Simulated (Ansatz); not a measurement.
Computed with Ansatz 0.2.0, DFT PBE, scalar-relativistic, plane waves, PAW. All cells share a 420 eV cutoff and Γ-centred k meshes spaced at most about 0.3 Å⁻¹ (about 0.25 or finer for metals, 2π included). No spin polarisation.

All energies are static (0 K, no zero-point motion).

Problem. Which of these relaxed structures of CdTe4 is the lowest in energy?
A. Space group I4/mmm (No. 139), tetragonal, a = 7.744 Å, c = 5.928 Å. Around Cd lie 8 Te at 3.11 Å; around Te lie 2 Te at 2.96 Å, 2 Cd at 3.11 Å and 4 Te at 3.87 Å.
B. Space group F-43m (No. 216), cubic, a = 10.950 Å. Cd is surrounded by 4 Te at 2.80 Å; Te has 1 Cd at 2.80 Å and 3 Te at 3.16 Å.
C. Space group Im-3m (No. 229), cubic, a = 6.957 Å. Cd has 8 Te at 3.01 Å; Te has 2 Cd at 3.01 Å and 6 Te at 3.48 Å.
D. Space group Pm-3m (No. 221), cubic, a = 5.556 Å. Cd is surrounded by 6 Te at 2.78 Å; Te on a site of symmetry 4/mmm is surrounded by 2 Cd at 2.78 Å and 12 Te at 3.93 Å; around Te on a site of symmetry m-3m lie 12 Te at 3.93 Å (long against covalent radii, as for large ions).

Solution. A. The next of these, C, lies 64 meV/atom higher. Counting Te atoms around Cd (those within 1.25 times the shortest such distance or 1.15 times the sum of covalent radii): A has Cd 8; C has Cd 8; B has Cd 4; D has Cd 6. A holds Te–Te chains (shortest 2.96 Å) (bonds between like non-metal atoms; other contacts aren't counted). All come from invented guesses. The lowest form computed isn't among them: it has space group P4/mmm (No. 123), 34.0 Å³/atom and lies 110 meV/atom below the best shown. Even the lowest of the cells shown lies +0.16 eV/atom against the elements.

These runs have no spin–orbit coupling, which can matter for Te. Cells relaxed within their symmetry can be saddle points. Some candidate types were left out of the draw beforehand, so a known form may be missing.
